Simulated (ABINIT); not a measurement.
PbS (Galena):

```xyz
2
Lattice="0.0000 2.9657 2.9657 2.9657 0.0000 2.9657 2.9657 2.9657 0.0000" Properties=species:S:1:pos:R:3 pbc="T T T"
Pb    0.0000    0.0000    0.0000
S     2.9657    2.9657    2.9657
```

```yaml
Program: ABINIT 10.8.3 (patched build)
Task: relaxation of cell and atoms
Functional: PBE
Potentials_or_basis: JTH PAW PBE v2.0 sp
Cutoff: 544 eV
k_mesh: 6 × 6 × 6
Occupations: fermi-dirac, width 0.05 eV
Spin: spin-orbit coupling, no magnetisation
```

At the start: pressure 1.9 GPa; volume 26.09 Å³/atom.

Problem. How do energy, volume and symmetry change on relaxing?

Solution. Over 4 steps the energy falls by 5.2 meV/atom and the volume is 26.98 Å³/atom (+3.4 %); space group Fm-3m (No. 225, to 0.05 Å).

The path:
```tsv
step	energy change (eV)	largest force (eV/Å)	pressure (GPa)	volume (Å³)
1	0.0000	0.0000	1.88	52.17
2	-0.0032	0.0000	1.55	52.47
3	-0.0103	0.0000	0.04	53.92
4	-0.0103	0.0000	0.00	53.97
```

Final structure:
```yaml
crystal:
  lattice:
    - [0.00000, 2.99936, 2.99936]
    - [2.99936, 0.00000, 2.99936]
    - [2.99936, 2.99936, 0.00000]
  atoms:
    - { symbol: Pb, position: [0.00000, 0.00000, 0.00000] }
    - { symbol: S, position: [0.50000, 0.50000, 0.50000] }
```

Caveat: this set keeps more shells in the core, which shifts pressures and gaps.
